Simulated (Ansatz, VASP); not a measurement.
# Two plane-wave programs on GaP

```xyz
2
Lattice="-0.0258 2.5805 2.5805 2.5805 -0.0258 2.5805 2.5547 2.5547 0.0000" Properties=species:S:1:pos:R:3 pbc="T T T"
Ga    0.0000    0.0000    0.0000
P     2.5547    2.5547    2.5805
```

Change from the starting cell: xy shear strain of -2 %, PAW files.

Alike in both runs: task electric field gradients; functional PBE; k mesh 12 × 12 × 12; occupations fermi-dirac, width 0.05 eV; no spin polarisation.

|  | VASP | Ansatz |
| --- | --- | --- |
| version | VASP 6.6.1 | Ansatz 0.2.0 |
| potentials or method | VASP PAW PBE potentials, release 64 (Ga_d, P) | PAW with Ansatz's default frozen-core files, scalar-relativistic |
| plane-wave cutoff (eV) | 520 | 420 |
| valence electrons in the cell | 18 | 18 |

```csv
,VASP,Ansatz,Ansatz less VASP
pressure (GPa),0.1,0.0,-0.07
largest component of the traceless stress (GPa),0.34,0.34,-0.001
Vzz of the field gradient on the site that differs most (V/Å²),2.7,2.9,+0.23
```

With one functional, cell and mesh, what is left measures potentials, basis and numerics.
